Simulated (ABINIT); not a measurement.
# ZnO (zincite): band structure with PBE

**Measured values to compare with.**

From “Electronic structure of alkaline earth and post-transition metal oxides”, 2009, arxiv:0908.1581, for a bulk crystal of ZnO: band gap 3.37 eV.

ZnO (zincite):

```xyz
4
Lattice="3.2493 0.0000 0.0000 -1.6247 2.8140 0.0000 0.0000 0.0000 5.2057" Properties=species:S:1:pos:R:3 pbc="T T T"
Zn    1.6247    0.9380    0.0000
Zn    0.0000    1.8760    2.6029
O     0.0000    1.8760    4.5759
O     1.6247    0.9380    1.9730
```

```yaml
Program: ABINIT 10.8.3 (patched build)
Task: band structure
Functional: PBE
Potentials_or_basis: Ansatz NC PBE
Cutoff: 1252 eV
k_mesh: 9 × 9 × 5
Occupations: fermi-dirac, width 0.05 eV
Spin: no spin polarisation
```

```json
{
 "Pressure": "4.7 GPa",
 "Largest force": "0.071 eV/Å",
 "Band gap on the k mesh": "0.85 eV, direct",
 "Band gap along the path": "0.85 eV, direct",
 "Valence electrons inside the program's atomic spheres": "Zn 18.16; O 6.25"
}
```

Forces in eV/Å, atoms in the order of the input:
```
Zn   0.000  0.000 -0.071
Zn   0.000  0.000 -0.071
O    0.000  0.000  0.071
O    0.000  0.000  0.071
```

Stress tensor (GPa, compression positive):
```
4.12 0.00 0.00
0.00 4.12 0.00
0.00 0.00 5.78
```

Levels at the corners of the path, in eV from the valence-band top:
```tsv
point	band 24	band 25	band 26	band 27	band 28	band 29
Γ	-0.07	0.00	0.00	0.85	5.28	8.30
M	-2.26	-1.27	-0.82	5.83	6.91	7.67
K	-1.91	-1.91	-1.70	7.73	7.74	7.74
Γ	-0.07	0.00	0.00	0.85	5.28	8.30
A	-0.40	-0.40	-0.40	3.52	3.52	10.17
L	-1.49	-1.34	-1.34	5.78	5.78	8.47
H	-2.67	-1.21	-1.21	8.05	8.05	8.08
A	-0.40	-0.40	-0.40	3.52	3.52	10.17
```

It took 7.8 min on 1 thread of Arm Neoverse V2, with other jobs on the host, peak memory 0.22 GiB.

A measured gap of ZnO is 3.37 eV (quoted in “Electronic structure of alkaline earth and post-transition metal oxides”, 2009, arxiv:0908.1581); the calculated 0.85 eV misses it by -2.52 eV. So large a miss can be the level of theory's own, or it may mean another phase, state or a wrong row. The value is that of PBE, without temperature or zero-point motion. Semilocal functionals fall short of measured gaps as a rule.
